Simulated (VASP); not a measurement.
Runs of VASP 6.6.1 on TePb. It takes space group Fm-3m (No. 225, cubic). Conventional cell: a = 6.444 Å, b = 6.444 Å, c = 6.444 Å, α = 90.00°, β = 90.00°, γ = 90.00°. Te (site symmetry m-3m) has 6 Pb at 3.22 Å as nearest neighbours. Pb (site symmetry m-3m) has 6 Te at 3.22 Å as nearest neighbours. 

```tsv
task	cell	gap on the mesh (eV)	pressure (GPa)
relaxation of the atoms	atoms relaxed from: a relaxed cell with its volume scaled by 0.98	0.60	0.9
relaxation of the atoms	atoms relaxed	0.65	0.0
relaxation of the atoms	atoms relaxed from: a relaxed cell with its volume scaled by 0.96	(b)	2.0
relaxation of cell and atoms	relaxed	0.65	0.0
relaxation of the atoms	atoms relaxed from: a relaxed cell with its volume scaled by 1.02	0.69	-0.9
relaxation of the atoms	atoms relaxed from: a relaxed cell with its volume scaled by 0.94	0.50	3.2
relaxation of the atoms	atoms relaxed from: a relaxed cell with its volume scaled by 1.04	(a)	-1.6
relaxation of the atoms	atoms relaxed from: a relaxed cell with its volume scaled by 1.06	0.77	-2.3
```

Alike in all rows: level PBEsol; potentials or basis VASP PAW PBE potentials, release 64 (Te, Pb_d); no spin polarisation; k mesh 8 × 8 × 8; cutoff (eV) 600; smearing gaussian 0.03 eV.

Question: Estimate the missing entries.

Answer: (a) 0.73; (b) 0.56.

Caveats: the relaxation stopped at its first step, so nothing moved; the PAW data sets were made with another functional, which shifts forces and pressure a little; spin-orbit coupling is left out, which as a rule narrows the gap of such compounds by several tenths of an eV.

A k mesh can miss the band edges, and the runs leave out spin-orbit coupling on Pb, Te.
